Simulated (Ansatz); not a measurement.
Relaxing Hf

Method: DFT PBE, scalar-relativistic, plane waves, PAW (Ansatz 0.2.0). Cutoff 420 eV, Γ-centred k mesh, Gaussian smearing, no spin polarisation in the final step.

Hf was placed on the trigonal selenium structure type (P3_121, No. 152), at a guessed volume.

```
Hf
1.0
     4.10831    0.00000    0.00000
    -2.05416    3.55790    0.00000
     0.00000    0.00000    4.66102
Hf
3
Direct
  0.22540 0.00000 0.33333
  0.00000 0.22540 0.66667
  0.77460 0.77460 0.00000
```

Cell and atoms relax at zero pressure; the relaxation can't lower the symmetry of the start. After a coarse first stage the cell is made exact in the group found at 0.06 Å.

Energies count from the standard state of Hf at the same level.

(1) Which crystal results?

(2) What are its volume, energy, density and gap?

## Answers

(1) It ends in Im-3m (No. 229). The result has the bcc structure. Conventional cell: a = 3.545 Å. Hf has 8 Hf at 3.07 Å and 6 Hf at 3.54 Å.

```xyz
1
Lattice="-1.7724 1.7724 1.7724 1.7724 -1.7724 1.7724 1.7724 1.7724 -1.7724" Properties=species:S:1:pos:R:3 pbc="T T T"
Hf    0.0000    0.0000    0.0000
```

(2) The volume per atom is 22.27 Å³, the density is 13.31 g/cm³ and the energy over the standard structure is 0.18 eV/atom. The gap on the 22×22×22 mesh is 0 eV (a metal).

The final run used a 22×22×22 mesh on its 1-atom cell and 0.10 eV smearing. The k mesh leaves about 4 meV/atom of noise in metals. Spin–orbit coupling is left out. A structure relaxed within its symmetry needn't be a true minimum.